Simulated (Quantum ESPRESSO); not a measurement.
Be2C:

```
C Be
1.0
     0.00000    2.16500    2.16500
     2.16500    0.00000    2.16500
     2.16500    2.16500    0.00000
C Be
1 2
Direct
  0.00000 0.00000 0.00000
  0.75000 0.75000 0.75000
  0.25000 0.25000 0.25000
```

Base run:

- Program: Quantum ESPRESSO 7.5
- Functional: AM05
- Potentials or basis: PseudoDojo 0.4.1 SR PBE standard
- Cutoff: 1197 eV
- Density cutoff: 4789 eV
- k mesh: 10 × 10 × 10, shifted
- Occupations: fermi-dirac, width 0.05 eV
- Spin: no spin polarisation

Its results: pressure -1.5 GPa; electronic dielectric tensor (diagonal) 7.05.

The run is repeated on the same cell with these changes: functional from AM05 to BLYP. What comes out?

Pressure 3.6 GPa; electronic dielectric tensor (diagonal) 6.75.

BLYP binds less tightly than AM05, so the same cell stands under more pressure.

Caveats: the potentials were made for another functional, which shifts forces and pressure; the cell is more than 3 GPa from zero pressure, which shifts response properties (some runs).
